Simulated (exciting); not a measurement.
**K: equation of state with PBEsol**

The system is K.

```
K
1.0
     4.31044    0.00000    0.00000
     0.00000    4.31044    0.00000
     0.00000    0.00000    4.31044
K
1
Direct
  0.00000 0.00000 0.00000
```

This isn't the form of K at room conditions, which is bcc.

```json
{"Program": "exciting (release sodium)", "Task": "equation of state", "Functional": "PBEsol", "Potentials or basis": "all-electron LAPW+lo, shipped species files, valence relativity iora*", "rgkmax": "8.5", "k mesh": "6 × 6 × 6", "Occupations": "fermi-dirac, width 0.05 eV", "Spin": "no spin polarisation", "gmaxvr (cutoff of density and potential)": "14 1/bohr", "lmaxapw (and lmaxmat)": "10", "lmaxvr": "8", "nempty": "8", "Valence relativity": "iora*", "Muffin-tin radii": "K 2.2 bohr"}
```

```yaml
Equilibrium_volume: 75.88 Å³/atom
Bulk_modulus: 2.9 GPa
Pressure_derivative_of_the_bulk_modulus: 4.0
```

Energy against volume, from the lowest point:
```csv
volume (Å³/atom),energy (meV/atom)
75.282,0.00
76.884,0.08
78.486,0.73
80.087,1.93
81.689,3.57
83.291,5.65
84.893,8.11
```
